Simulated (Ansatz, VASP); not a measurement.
# One calculation of Ca, two programs

```
Ca
1.0
    -2.24000    2.24000    2.19520
     2.24000   -2.24000    2.19520
     2.24000    2.24000   -2.19520
Ca
1
Direct
  0.00000 0.00000 0.00000
```

Change from the starting cell: strain -0.0200 x Voigt [0, 0, 1, 0, 0, 0], atoms carried along.

Alike in both runs: task single point; functional LDA; k mesh 16 × 16 × 16; occupations gaussian, width 0.15 eV; no spin polarisation.

|  | VASP | Ansatz |
| --- | --- | --- |
| version | VASP 6.6.1 | Ansatz 0.2.0 |
| potentials or method | VASP PAW LDA potentials, release 64 (Ca_sv) | scalar-relativistic, plane waves, PAW |
| plane-wave cutoff (eV) | 520 | 420 |
| valence electrons in the cell | 10 | 10 |

|  | VASP | Ansatz | Ansatz less VASP |
| --- | --- | --- | --- |
| gap on the k mesh at the Fermi level (eV) | none | none | - |
| pressure (GPa) | -2.3 | -2.3 | 0.00 |

A gap of «none» marks a metal or a gap that the smearing closes.
